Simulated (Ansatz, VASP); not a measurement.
## Two plane-wave programs on Na2HF

Contents of INCAR:

```
SYSTEM = Na2HF
PREC = Accurate
ENCUT = 520
EDIFF = 1E-7
ISMEAR = 0
SIGMA = 0.1
LREAL = .FALSE.
LASPH = .TRUE.
NELM = 100
ALGO = Normal
ISIF = 2
LWAVE = .FALSE.
LCHARG = .FALSE.
GGA = PE
NBANDS = 19
```

Contents of KPOINTS:

```
regular mesh
0
G
  6 6 4
  0 0 0
```

File POSCAR:

```
Na2HF
1.0
    3.5186492800      0.0000000000      0.0000000000
   -1.7593246400      3.0472396600      0.0000000000
    0.0000000000      0.0000000000      5.7659106900
Na H F
2 1 1
Direct
    0.6666666700      0.3333333300      0.2951185800
    0.6666666700      0.3333333300      0.7048814200
    0.0000000000      0.0000000000      0.0000000000
    0.3333333300      0.6666666700      0.5000000000
```

Input for Ansatz:

```yaml
crystal:
  lattice:
    - [3.51864928, 0.0, 0.0]
    - [-1.75932464, 3.04723966, 0.0]
    - [0.0, 0.0, 5.76591069]
  atoms:
    - { symbol: Na, position: [0.66666667, 0.33333333, 0.29511858] }
    - { symbol: Na, position: [0.66666667, 0.33333333, 0.70488142] }
    - { symbol: H, position: [0.0, 0.0, 0.0] }
    - { symbol: F, position: [0.33333333, 0.66666667, 0.5] }
basis:
  ecutwfc: 420
kpoints:
  mp_grid: { grid: [6, 6, 4] }
hamiltonian:
  xc: pbe
scf:
  occupations: { method: gaussian, width: 0.1 }
  lower_state_search: "off"
output:
  forces: true
  stress: true
  eigenvalues: true
```

Alike in both runs: task single point; functional PBE; k mesh 6 × 6 × 4; occupations gaussian, width 0.1 eV; no spin polarisation.

|  | VASP | Ansatz |
| --- | --- | --- |
| version | VASP 6.6.1 | Ansatz 0.2.0 |
| potentials or method | VASP PAW PBE potentials, release 64 (Na_pv, H, F) | scalar-relativistic, plane waves, PAW |
| plane-wave cutoff (eV) | 520 | 420 |
| valence electrons in the cell | 22 | 26 |

Ansatz gave:

```
gap on the k mesh at the Fermi level (eV)       : 2.10
least direct gap on the mesh (eV)               : 3.90
pressure (GPa)                                  : -1.5
largest component of the traceless stress (GPa) : 3.53
rms of the force components (eV/Å)              : 0.637
```

Question: Which values does VASP return?

Answer: gap on the k mesh at the Fermi level (eV): 2.09; least direct gap on the mesh (eV): 3.90; pressure (GPa): -1.5; largest component of the traceless stress (GPa): 3.53; rms of the force components (eV/Å): 0.641.

Atom by atom the forces differ by 0.004 eV/Å (rms over components). With one functional, cell and mesh, what is left measures potentials, basis and numerics. The two sets of potentials don't hold the same shells in valence.

Caveats: forces of over 1 eV/Å show positions far from the minimum, so gaps and moduli don't describe the material at rest. A k mesh can miss the band edges. A hybrid or GW would open this gap; PBE tends to underestimate it.
